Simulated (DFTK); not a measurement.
NiO under changes of volume

One of the cells (9.076 Å³/atom); the others are scaled copies at fixed shape and fractional positions:

```
Ni O
1.0
     0.00000    2.08590    2.08590
     2.08590    0.00000    2.08590
     2.08590    2.08590    0.00000
Ni O
1 1
Direct
  0.00000 0.00000 0.00000
  0.50000 0.50000 0.50000
```

```yaml
Program: DFTK 0.8.2
Functional: AM05
Potentials_or_basis: dojo.nc.sr.pbesol.v0_4_1.standard.upf (PBEsol)
Cutoff: 1333 eV
k_mesh: 7 × 7 × 7
Occupations: fermi-dirac, width 0.05 eV
Spin: collinear spin, ferromagnetic start
Starting_moments: "[1.0, 0.0] μB"
```

```csv
volume (Å³/atom),energy over the lowest point (meV/atom),pressure (GPa),moment (μB per cell)
8.531,0.00,0.4,0.44
8.713,2.17,-4.3,0.47
8.894,9.34,-8.5,0.50
9.076,20.93,-12.1,0.52
9.257,36.45,-15.4,0.55
9.439,55.44,-18.2,0.58
9.620,?,?,?
```

Question: What does the run at 9.620 Å³/atom give?

Answer: Energy over the lowest point 77.48 meV/atom; pressure -20.7 GPa; moment 0.62 μB per cell.

Worked out: A Birch-Murnaghan fit of order 3 (a polynomial in V^(-2/3)) to the other rows has its minimum at 8.55 Å³/atom with B0 = V·E''(V) = 233 GPa and B' = 4.8. It gives 77.40 meV/atom at 9.620 Å³/atom, against the run's 77.48, and -dE/dV = -20.7 GPa, against -20.7. A straight line through the other rows of the moment, of slope 0.151 μB per Å³/atom, extrapolates to 0.61 μB, against the run's 0.62.

Energies are extrapolated to zero smearing.

Caveats: all runs use coarse meshes; the potentials were made for another functional, which shifts forces and pressure; a cell with one magnetic atom can't hold antiferromagnetic order, which such compounds often take.
